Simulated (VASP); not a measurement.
Input of a VASP 6.6.1 run:

The input INCAR:

```
SYSTEM = SnS2
ALGO = Normal ; EDIFF = 1E-6
EDIFFG = -0.01 ; ENCUT = 600
GGA = PE ; IBRION = 2
ISIF = 3 ; ISMEAR = 0
LASPH = .TRUE. ; LCHARG = .FALSE.
LREAL = .FALSE. ; LWAVE = .FALSE.
NELM = 80 ; NSW = 90
PREC = Accurate ; SIGMA = 0.03
```

Contents of KPOINTS:

```
k-points
0
G
  9 9 5
  0 0 0
```

POSCAR

```
SnS2
1.0
    3.6390000000      0.0000000000      0.0000000000
   -1.8195000000      3.1514664400      0.0000000000
    0.0000000000      0.0000000000      5.8680000000
Sn S
1 2
Direct
    0.0000000000      0.0000000000      0.0000000000
    0.3333333300      0.6666666700      0.2500000000
    0.6666666700      0.3333333300      0.7500000000
```

Potentials or basis: VASP PAW PBE potentials, release 64 (Sn_d, S).

Launch:

```sh
$ cat potpaw_PBE.64/Sn_d/POTCAR potpaw_PBE.64/S/POTCAR > POTCAR
$ mpirun -np 1 vasp_std > vasp.out
```

**Question.** Predict the relaxed volume.

**Answer.** 26.77 Å³/atom.

**Question.** Predict the space group after relaxing (to 0.05 Å).

**Answer.** P-3m1 (No. 164).

**Question.** Estimate the band gap on the k mesh.

**Answer.** 1.58 eV, indirect (least direct gap 1.84 eV).

**Question.** Estimate the relaxed cell.

**Answer.** a = 3.701 Å, b = 3.701 Å, c = 6.770 Å, α = 90.00°, β = 90.00°, γ = 120.00°.

Forces on the atoms (eV/Å):
```
Sn   0.000  0.000  0.000
S    0.000  0.000 -0.007
S    0.000  0.000  0.007
```

Caveat: the volume moved by over 15 % at a fixed basis, so the end points are rough; spin-orbit coupling is left out, which moves the levels of the heavy elements; an odd mesh through Γ misses points on the zone boundary, where band edges often lie; this functional lacks dispersion, which binds the layers, so the pressure and a relaxed spacing across them are unreliable, and here the layers came unbound; the volume moved by +19 % from the deposited cell, more than functionals usually miss. Zero-point motion and thermal expansion aren't in these numbers.
